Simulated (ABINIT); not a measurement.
## BaTiO3: single point with PBE

The system is BaTiO3.

```
Ba Ti O
1.0
     3.99980    0.00000    0.00000
     0.00000    3.99980    0.00000
     0.00000    0.00000    4.01800
Ba Ti O
1 1 3
Direct
  0.00000 0.00000 0.00000
  0.50000 0.50000 0.49000
  0.00000 0.50000 0.51700
  0.50000 0.00000 0.51700
  0.50000 0.50000 0.01900
```

| Quantity | Value |
| --- | --- |
| Program | ABINIT 10.8.3 (patched build) |
| Task | single point |
| Functional | PBE |
| Potentials or basis | JTH PAW PBE v2.0 |
| Cutoff | 626 eV |
| k mesh | 3 × 3 × 3 |
| Occupations | fermi-dirac, width 0.05 eV |
| Spin | no spin polarisation |
| Fine-grid cutoff | 1224.51 eV |
| Exchange and correlation inside the PAW spheres | full angular mesh (pawxcdev 0, this build's default; the released program takes 1) |

```json
{
 "Pressure": "3.8 GPa",
 "Largest force": "0.506 eV/Å",
 "Band gap on the k mesh": "2.03 eV, direct"
}
```

Forces in eV/Å, atoms in the order of the input:
```
Ba   0.000  0.000  0.054
Ti   0.000  0.000 -0.506
O    0.000  0.000  0.004
O    0.000  0.000  0.004
O    0.000  0.000  0.444
```

Stress tensor (GPa, compression positive):
```
3.41 0.00 0.00
0.00 3.41 0.00
0.00 0.00 4.54
```

Levels at points of the mesh, in eV from the valence-band top:
| k point | band 16 | band 17 | band 18 | band 19 | band 20 | band 21 | band 22 | band 23 | band 24 |
| --- | --- | --- | --- | --- | --- | --- | --- | --- | --- |
| (0.00, 0.00, 0.00) | -0.94 | -0.85 | -0.01 | 0.00 | 0.00 | 2.03 | 2.25 | 2.25 | 4.23 |

Wall time 24 s on 1 thread of Arm Neoverse V1, with other jobs on the host, peak memory 0.12 GiB.

Caveat: the k mesh is coarse (spacing up to 0.52 Å⁻¹), so the values aren't converged; this set's barium file shifts pressures by 1.5 GPa and gaps by 0.1 eV against other sets; spin-orbit coupling is left out, which moves the levels of the heavy elements; an odd mesh through Γ misses points on the zone boundary, where band edges often lie; the atomic spheres overlap.
